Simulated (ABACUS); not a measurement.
A run of ABACUS 3.10.1 is set up as follows.

File INPUT:

```
INPUT_PARAMETERS
suffix              InAs
calculation         scf
basis_type          pw
pseudo_dir          ./
latname             fcc
symmetry            1
dft_functional      revpbe
ecutwfc             105
pseudo_rcut         10
nspin               1
nbands              33
ks_solver           dav
smearing_method     fd
smearing_sigma      0.00367493
scf_thr             1e-08
scf_nmax            100
mixing_type         broyden
mixing_beta         0.7
cal_force           1
cal_stress          1
out_chg             1
kpar                4
```

STRU

```
ATOMIC_SPECIES
In 114.8180 In.upf
As 74.9216 As.upf

LATTICE_CONSTANT
11.4063868882

ATOMIC_POSITIONS
Direct

In
0.0
1
0.0000000000 0.0000000000 0.0000000000 1 1 1

As
0.0
1
0.2500000000 0.2500000000 0.2500000000 1 1 1
```

Contents of KPT:

```
K_POINTS
0
Gamma
6 6 6 0 0 0
```

Potentials or basis: PseudoDojo NC SR 0.5 PBE stringent, plane waves.

Launch:

```sh
$ OMP_NUM_THREADS=1 mpirun -np 4 abacus > log
```

**Question.** Predict the pressure.

**Answer.** 5.9 GPa.

**Question.** Predict the band gap on the k mesh.

**Answer.** None (metal or under the smearing width).

Caveat: the potentials were made for another functional, which shifts forces and pressure; this crystal is a semiconductor, whose small gap the functional closes, so the metal is an error of the method.

**The experiment to reproduce.**

From a printed reference work, data compilation, for a bulk crystal of InAs at 4.2 K: band gap 0.418 eV (direct).

A measured gap of InAs is 0.418 eV (direct; 4.2 K; a printed reference work, data compilation); the calculated 0.00 eV misses it by -0.42 eV. Spin-orbit coupling on As, In is left out. The value is that of revPBE on a finite k mesh, which can miss the band edges, without temperature or zero-point motion. Semilocal functionals fall short of measured gaps as a rule.
